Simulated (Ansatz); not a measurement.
**PbTe: a single-point run**

The task is a single-point run on PbTe. The structure is shown as the input types it. The cell is built on a prototype (zincblende) and needn't be the phase found in nature.

Method: density functional or hybrid calculation with the settings of its input, plane waves (as first typed), in Ansatz 0.2.0.

3 further runs of the same task are left out: 1 for a known fault of the program, 2 that didn't finish.

**1. The structure to begin with**

The structure is cubic, space group F-43m (No. 216). Conventional cell: a = 7.283 Å, b = 7.283 Å, c = 7.283 Å, α = 90.00°, β = 90.00°, γ = 90.00°. Pb (site symmetry -43m) is surrounded by 4 Te at 3.15 Å. Around Te (site symmetry -43m) lie 4 Pb at 3.15 Å.

Structure file:

```xyz
2
Lattice="0.0000 3.6415 3.6415 3.6415 0.0000 3.6415 3.6415 3.6415 0.0000" Properties=species:S:1:pos:R:3 pbc="T T T"
Pb    0.0000    0.0000    0.0000
Te    1.8207    1.8207    1.8207
```

**2. Running it**

The input, input.yaml:

```yaml
crystal:
  lattice:
    - [0.0, 3.6414940629, 3.6414940629]
    - [3.6414940629, 0.0, 3.6414940629]
    - [3.6414940629, 3.6414940629, 0.0]
  atoms:
    - { symbol: Pb, position: [0.0, 0.0, 0.0] }
    - { symbol: Te, position: [0.25, 0.25, 0.25] }
kpoints:
  mp_grid: { grid: [4, 4, 4] }
hamiltonian:
  xc: pbe
scf:
  occupations: { method: fixed }
  n_extra_bands: 4
  mixing: { beta: 0.005 }
  max_iter: 92
output:
  forces: true
  stress: true
  eigenvalues: true
```

Run with:

```console
$ ansatz run input.yaml --threads 4 --pin off --max-ram 3686MiB --backend cpu --events-out ev --progress --plain --runs-dir out
```

Q: Will this input give a usable result? If not, why, and what should change?

The program finished normally. Convergence says nothing about whether the input makes sense.

The suspect setting: scf.mixing.beta is 0.005. What could go wrong: mixing too weak. Here it converged all the same; such a setting changes the road, not the converged state.

To check: delete scf.mixing.beta (the default then holds).
